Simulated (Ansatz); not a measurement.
Working through a projected density of states of ZnO, space group P4_2/mnm

Computed with the Ansatz DFT code, driven from Python.

The script reads `zno.xyz`:
```text
8
Lattice="5.51757007 0.0 0.0 0.0 5.51757007 0.0 0.0 0.0 3.25877877" Properties=species:S:1:pos:R:3 pbc="T T T"
Zn    1.00404790    1.00404790    1.62938939
Zn    4.51352217    4.51352217    1.62938939
Zn    3.76283293    1.75473714    0.00000000
Zn    1.75473714    3.76283293    0.00000000
O     4.50921886    1.00835121    1.62938939
O     1.00835121    4.50921886    1.62938939
O     3.76713625    3.76713625    0.00000000
O     1.75043382    1.75043382    0.00000000
```

At the Python prompt:
```pycon
>>> import ansatz as az
>>> import numpy as np
>>> config = {
...     "cutoff_ev": 470,
...     "mesh": (4, 4, 6),
...     "occupations": "Fixed",
...     "n_empty": 22,
... }
>>> system = az.Crystal.from_extxyz("zno.xyz")
>>> base = (
...     system.calculation()
...     .functional(az.Functional.LDA)
...     .basis(config["cutoff_ev"])  # cutoff of the orbital basis
...     .kpoints(*config["mesh"])  # sampling of the Brillouin zone
...     .occupations(config["occupations"])
...     .scf(extra_bands=config["n_empty"])
...     .density_of_states(projected=True, method="smearing", broadening_width=0.15, energy_step=0.1)  # states per eV and cell
... )
>>> result = base.run(threads=1)
>>> data = result.report
>>> data["kweights"]
[0.010416666666666666, 0.020833333333333332, 0.020833333333333332, 0.010416666666666666, 0.041666666666666664, 0.08333333333333333, 0.08333333333333333, 0.041666666666666664, 0.020833333333333332, 0.041666666666666664, 0.041666666666666664, 0.020833333333333332, 0.041666666666666664, 0.08333333333333333, 0.08333333333333333, 0.041666666666666664, 0.041666666666666664, 0.08333333333333333, 0.08333333333333333, 0.041666666666666664, 0.010416666666666666, 0.020833333333333332, 0.020833333333333332, 0.010416666666666666]
>>> dos = result.density_of_states()
>>> energy = np.asarray(dos.energies_ev) - dos.fermi_ev
>>> curves = {}
>>> for site in result.projected_density_of_states().sites:
...     for shell in site.shells:
...         weight = sum(np.sum(curve.g_bin_mean_per_ev, axis=0) for curve in shell.curves)
...         name = f"{site.species} {shell.label}"
...         curves[name] = curves.get(name, 0) + weight
...
>>> step = energy[1] - energy[0]
>>> windows = [(-6, -3), (-3, 0), (0, 6)]
>>> print("states by shell in windows of E - E_F (eV):", windows)
states by shell in windows of E - E_F (eV): [(-6, -3), (-3, 0), (0, 6)]
>>> for name, g in curves.items():
...     print(f"{name:8s}", " ".join(f"{step * g[(energy >= a) & (energy < b)].sum():8.3f}" for a, b in windows))
...
Zn 4S       1.047    0.336    2.438
Zn 3D      32.702    4.817    0.034
O 2S        0.222    0.189    0.409
O 2P        7.874   11.834    0.852
>>> filled = (energy < 0) & (energy > -6)
>>> for name, g in curves.items():
...     if g[filled].sum() * step > 0.5:
...         print(f"centre of {name}: {np.average(energy[filled], weights=g[filled]):.2f} eV")
...
centre of Zn 4S: -3.98 eV
centre of Zn 3D: -4.40 eV
centre of O 2P: -2.86 eV
```

Semilocal gaps usually lie well under measured ones. The Fermi level of a run with fixed occupations marks the highest occupied state on its mesh, not mid-gap. The crystal has a gap of about 0.74 eV on the mesh; density of states inside it is the tail of the broadening. The structure comes from a database of computed cells and needn't be a stable or known phase. Curves are summed over the cell's atoms. Only shells that the potentials hold have channels, so projections don't add up to the total, least of all where a shell is missing (p of most metals); heights and places of peaks move with the mesh. The density of states is complete only as far up as bands were computed. A band centre counts only the states inside the window taken. It ran for 12 s on 1 thread of Arm Neoverse V1 (shared host), peak memory 0.46 GiB.
